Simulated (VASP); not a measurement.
# C (P6_3/mmc) in VASP: further runs

Aim: see how the results for C move with the level of theory and the settings. Levels: LDA, PBEsol. Tasks: relaxation of cell and atoms.

Everything below comes from runs of VASP 6.6.1. Logs are shortened: lines on timing, memory, paths and dates and some standing lists are left out, and cuts for length are marked.

### Step 1. Starting point

The structure is hexagonal, space group P6_3/mmc (No. 194). The conventional cell has a = 2.446 Å, b = 2.446 Å, c = 6.597 Å, α = 90.00°, β = 90.00°, γ = 120.00°. C (site symmetry -6m2) is surrounded by 3 C at 1.41 Å. C (site symmetry -6m2) is surrounded by 3 C at 1.41 Å.

### Step 2. Relaxation of cell and atoms, LDA

Input file INCAR:

```
  ALGO = Normal
  EDIFF = 1E-7
  EDIFFG = -0.005
  ENCUT = 600
  GGA = CA
  IBRION = 2
  ISIF = 3
  ISMEAR = 0
  KPAR = 2
  LASPH = T
  LCHARG = F
  LREAL = F
  LWAVE = F
  NELM = 80
  NSW = 90
  PREC = Accurate
  SIGMA = 0.03
```

Input file KPOINTS:

```
k-points
0
Gamma
  12 12 4
```

Input file POSCAR:

```
C                                       
1.0
    2.4459031381     -0.0000000000     -0.0000000000
   -1.2229515691      2.1182142528      0.0000000000
    0.0000000000      0.0000000000      6.5968977675
  C             
     4
Direct
     0.0000000000000000    0.0000000000000000    0.2500000000000000
     0.0000000000000000    0.0000000000000000    0.7500000000000000
     0.3333333300000021    0.6666666699999979    0.2500000000000000
     0.6666666699999979    0.3333333300000021    0.7500000000000000
```

Potentials or basis: VASP PAW LDA potentials, release 64 (C).

Command:

```console
$ cat potpaw_LDA.64/C/POTCAR > POTCAR
$ mpirun -np 2 vasp_std > vasp.out
```

OUTCAR:

```text
EDIFF = 1E-7
   EDIFFG = -0.005
   ENCUT = 600
   GGA = CA
   IBRION = 2
   ISIF = 3
   ISMEAR = 0
   LASPH = T
   LREAL = F
   NELM = 80
   NSW = 90
   PREC = Accurate

 ion  position               nearest neighbor table
   1  0.000  0.000  0.250-   3 1.41   3 1.41   3 1.41
   2  0.000  0.000  0.750-   4 1.41   4 1.41   4 1.41
   3  0.333  0.667  0.250-   1 1.41   1 1.41   1 1.41
   4  0.667  0.333  0.750-   2 1.41   2 1.41   2 1.41

  LATTYP: Found a hexagonal cell.
 ALAT       =     2.4459031381
 C/A-ratio  =     2.6971214292

  Lattice vectors:

 A1 = (   2.4459031381,   0.0000000000,   0.0000000000)
 A2 = (  -1.2229515691,   2.1182142528,   0.0000000000)
 A3 = (   0.0000000000,   0.0000000000,   6.5968977675)

Analysis of symmetry for initial positions (statically):
=====================================================================
 Subroutine PRICEL returns:
 Original cell was already a primitive cell.

 Routine SETGRP: Setting up the symmetry group for a
 hexagonal supercell.

 Subroutine GETGRP returns: Found 24 space group operations
 (whereof 12 operations were pure point group operations)
 out of a pool of 24 trial point group operations.

The static configuration has the point symmetry D_3d.
 The point group associated with its full space group is D_6h.

Analysis of symmetry for dynamics (positions and initial velocities):
=====================================================================
 Subroutine PRICEL returns:
 Original cell was already a primitive cell.

 Routine SETGRP: Setting up the symmetry group for a
 hexagonal supercell.

 Subroutine GETGRP returns: Found 24 space group operations
 (whereof 12 operations were pure point group operations)
 out of a pool of 24 trial point group operations.

The dynamic configuration has the point symmetry D_3d.
 The point group associated with its full space group is D_6h.

 Subroutine INISYM returns: Found 24 space group operations
 (whereof 12 operations are pure point group operations),
 and found     1 'primitive' translations

----------------------------------------------------------------------------------------

                                     Primitive cell

  volume of cell :      34.1782

  direct lattice vectors                    reciprocal lattice vectors
     2.445903138  0.000000000  0.000000000     0.408846934  0.236047888  0.000000000
    -1.222951569  2.118214253  0.000000000     0.000000000  0.472095775  0.000000000
     0.000000000  0.000000000  6.596897767     0.000000000  0.000000000  0.151586402

  length of vectors
     2.445903138  2.445903138  6.596897767     0.472095775  0.472095775  0.151586402

  position of ions in fractional coordinates (direct lattice)
     0.000000000  0.000000000  0.250000000
     0.000000000  0.000000000  0.750000000
     0.333333330  0.666666670  0.250000000
     0.666666670  0.333333330  0.750000000

  ion indices of the primitive-cell ions
   primitive index   ion index
                 1           1
                 2           2
                 3           3
                 4           4

----------------------------------------------------------------------------------------

 KPOINTS: k-points

Automatic generation of k-mesh.
 Grid dimensions read from file:
 generate k-points for:   12   12    4

 Generating k-lattice:

  Cartesian coordinates                     Fractional coordinates (reciprocal lattice)
     0.034070578  0.019670657  0.000000000     0.083333333 -0.000000000  0.000000000
     0.000000000  0.039341315  0.000000000     0.000000000  0.083333333  0.000000000
     0.000000000  0.000000000  0.037896601     0.000000000  0.000000000  0.250000000

  Length of vectors
     0.039341315  0.039341315  0.037896601

  Shift w.r.t. Gamma in fractional coordinates (k-lattice)
     0.000000000  0.000000000  0.000000000

 Subroutine IBZKPT returns following result:
 ===========================================

 Found     57 irreducible k-points:

 Following reciprocal coordinates:
            Coordinates               Weight
  0.000000  0.000000  0.000000      1.000000
  0.083333 -0.000000  0.000000      6.000000
  0.166667 -0.000000  0.000000      6.000000
  0.250000  0.000000  0.000000      6.000000
  0.333333 -0.000000  0.000000      6.000000
  0.416667 -0.000000  0.000000      6.000000
[... 16 lines left out ...]
  0.250000  0.000000  0.250000     12.000000
  0.333333 -0.000000  0.250000     12.000000
 [... further k-points ...]
   k-points           NKPTS =     57   k-points in BZ     NKDIM =     57   number of bands    NBANDS=     12
   number of dos      NEDOS =    301   number of ions     NIONS =      4
   total plane-waves  NPLWV =  21600
   dimension x,y,z NGX =    20 NGY =   20 NGZ =   54
   dimension x,y,z NGXF=    40 NGYF=   40 NGZF=  108
   ions per type =               4
   NGX,Y,Z   is equivalent  to a cutoff of  13.59, 13.59, 13.61 a.u.
   NGXF,Y,Z  is equivalent  to a cutoff of  27.19, 27.19, 27.22 a.u.
 SYSTEM =  unknown system
   PREC   = accura    normal or accurate (medium, high low for compatibility)
   ISTART =      0    job   : 0-new  1-cont  2-samecut
   ICHARG =      2    charge: 1-file 2-atom 10-const
   ISPIN  =      1    spin polarized calculation?
   LNONCOLLINEAR =      F non collinear calculations
   LSORBIT =      F    spin-orbit coupling
   LASPH  =      T    aspherical Exc in radial PAW
   ENCUT  =  600.0 eV  44.10 Ry    6.64 a.u.   4.89  4.89 13.18*2*pi/ulx,y,z
   NELM   =     80;   NELMIN=  2; NELMDL= -5     # of ELM steps
   EDIFF  = 0.1E-06   stopping-criterion for ELM
   LREAL  =      F    real-space projection
   EDIFFG = -.5E-02   stopping-criterion for IOM
   NSW    =     90    number of steps for IOM
   IBRION =      2    ionic relax: 0-MD 1-quasi-New 2-CG
   NFREE  =      1    steps in history (QN), initial steepest desc. (CG)
   ISIF   =      3    stress and relaxation
   ISYM   =      2    0-nonsym 1-usesym 2-fastsym
   POTIM  = 0.5000    time-step for ionic-motion
   TEBEG  =    0.0;   TEEND  =   0.0 temperature during run
   PSTRESS=    0.0 pullay stress
   NELECT =      16.0000    total number of electrons
   NUPDOWN=      -1.0000    fix difference up-down
   EMIN   =  10.00;   EMAX   =-10.00  energy-range for DOS
   EFERMI =   0.00;   METHOD = LEGACY
   ISMEAR =     0;   SIGMA  =   0.03  broadening in eV -4-tet -1-fermi 0-gaus
   EFERMI_NEDOS =   21; number of points for ismear=-14 and -15
   IALGO  =     38    algorithm
   IMIX   =      4    mixing-type and parameters
     AMIX     =   0.40;   BMIX     =  1.00
     AMIX_MAG =   1.60;   BMIX_MAG =  1.00
  volume/ion in A,a.u.               =       8.54        57.66
  Fermi-wavevector in a.u.,A,eV,Ry     =   1.271155  2.402135 21.984772  1.615835
  Thomas-Fermi vector in A             =   2.404103
   LORBIT       =      0    0 simple, 1 ext, 2 COOP (PROOUT), +10 PAW based schemes
   GGA     = CA    functional components
   LHFCALC =     F    Hartree Fock is set to
   AEXX    =    0.0000 exact exchange contribution
   IVDW    =     0    specifies the selected vdW correction
   LEPSILON=     F    determine dielectric tensor
   LRPA    =     F    only Hartree local field effects (RPA)
 conjugate gradient relaxation of ions
 non-spin polarized calculation
 Gauss-broadening in eV      SIGMA  =   0.03
  energy-cutoff  :      600.00
  volume of cell :       34.18
 maximum number of plane-waves:      1164
 NGX is ok and might be reduce to    20
   NGX =  9   NGY =  9   NGZ = 27

--------------------------------------- Ionic step        1  -------------------------------------------

 number of electron      16.0000001 magnetization

 Free energy of the ion-electron system (eV)
  ---------------------------------------------------
  ext. energy  EPLUGINS =         0.00000000
  ---------------------------------------------------
  free energy    TOTEN  =       -40.45336607 eV

  energy without entropy =      -40.45287816  energy(sigma->0) =      -40.45312211

------------------------ aborting loop because EDIFF is reached ----------------------------------------

  FORCE on cell =-STRESS in cart. coord.  units (eV):
  Direction    XX          YY          ZZ          XY          YZ          ZX
  --------------------------------------------------------------------------------------
  -------------------------------------------------------------------------------------
  Total        0.0432022      0.0432022     -0.0462988     -0.0000000      0.0000000      0.0000000
  in kB        2.0251972      2.0251972     -2.1703571     -0.0000000      0.0000000      0.0000000
  external PRESSURE =       0.6266791 kB  Pullay stress =       0.0000000 kB
[... 289 lines left out ...]
  energy  without entropy=      -40.4529658989  energy(sigma->0) =      -40.45320399

--------------------------------------- Ionic step        9  -------------------------------------------

 number of electron      16.0000000 magnetization

 Free energy of the ion-electron system (eV)
  ---------------------------------------------------
  ext. energy  EPLUGINS =         0.00000000
  ---------------------------------------------------
  free energy    TOTEN  =       -40.45353623 eV

  energy without entropy =      -40.45306041  energy(sigma->0) =      -40.45329832

 E-fermi :   4.8917     XC(G=0): -10.9567

 val. band max:        4.8901562839   @ k =   0.3333   0.3333   0.5000
 cond. band min:       4.8921815385   @ k =   0.3333   0.3333   0.2500
 fundamental gap:      0.0020252546
 Fermi energy:         4.8917174300

 k-point     1 :       0.0000    0.0000    0.0000
  band No.  band energies     occupation
      1     -14.7330      2.00000
      2     -14.3524      2.00000
      3      -3.9361      2.00000
      4      -1.6369      2.00000
      5       1.9148      2.00000
      6       1.9148      2.00000
      7       1.9380      2.00000
      8       1.9380      2.00000
      9       8.9325      0.00000
     10      13.3378      0.00000
     11      13.3378      0.00000
     12      13.4021      0.00000
[... 331 lines left out ...]
 k-point    24 :       0.3333   -0.0000    0.2500
  band No.  band energies     occupation
      1     -12.0510      2.00000
      2     -11.8244      2.00000
      3      -4.6967      2.00000
      4      -4.5779      2.00000
      5      -0.8964      2.00000
      6      -0.8504      2.00000
      7      -0.4959      2.00000
      8       0.8935      2.00000
      9       9.5005      0.00000
     10      10.2682      0.00000
     11      12.6568      0.00000
     12      12.8391      0.00000

 [... further k-points ...]

------------------------ aborting loop because EDIFF is reached ----------------------------------------

  FORCE on cell =-STRESS in cart. coord.  units (eV):
  Direction    XX          YY          ZZ          XY          YZ          ZX
  --------------------------------------------------------------------------------------
  -------------------------------------------------------------------------------------
  Total        0.0002023      0.0002023      0.0036139     -0.0000000     -0.0000000      0.0000000
  in kB        0.0095489      0.0095489      0.1705634     -0.0000000     -0.0000000      0.0000000
  external PRESSURE =       0.0632204 kB  Pullay stress =       0.0000000 kB
[... 19 lines left out ...]
  FREE ENERGIE OF THE ION-ELECTRON SYSTEM (eV)
  ---------------------------------------------------
  free  energy   TOTEN  =       -40.4535362282 eV

  energy  without entropy=      -40.4530604050  energy(sigma->0) =      -40.45329832

 reached required accuracy - stopping structural energy minimisation
```

Run time: 20 s. Hardware: 2 MPI ranks of AMD EPYC 9R45 (Zen 5), shared host; peak memory 0.12 GiB.

What came out:

- Free energy: -40.4535 eV
- Relaxed volume: 8.49 Å³/atom
- Relaxed cell: a = 2.446 Å, b = 2.446 Å, c = 6.551 Å, α = 90.00°, β = 90.00°, γ = 120.00°
- Space group after relaxing (to 0.05 Å): P6_3/mmc (No. 194)
- Energy gained by relaxing: 0.0 meV/atom
- Ionic steps: 9
- Pressure after relaxing: 0.0 GPa
- Band gap on the k mesh: none (metal or under the smearing width)

The path:
```
step  energy change (eV)  largest force (eV/Å)  pressure (GPa)  volume (Å³)
   1              0.0000                0.0000            0.06        34.18
   2              0.0000                0.0000           -0.39        34.19
   3              0.0000                0.0000           -0.15        34.19
   4             -0.0001                0.0000           -0.14        34.16
   5             -0.0001                0.0000           -0.12        34.08
   6             -0.0002                0.0000           -0.07        33.92
   7             -0.0002                0.0000           -0.07        33.95
   8             -0.0001                0.0000            0.51        33.91
   9             -0.0002                0.0000            0.01        33.95
```

Final structure:
```
C
1.0
     2.44622    0.00000    0.00000
    -1.22311    2.11849    0.00000
     0.00000    0.00000    6.55060
C
4
Direct
  0.00000 0.00000 0.25000
  0.00000 0.00000 0.75000
  0.33333 0.66667 0.25000
  0.66667 0.33333 0.75000
```

(Part 1 of 2 ends here.)
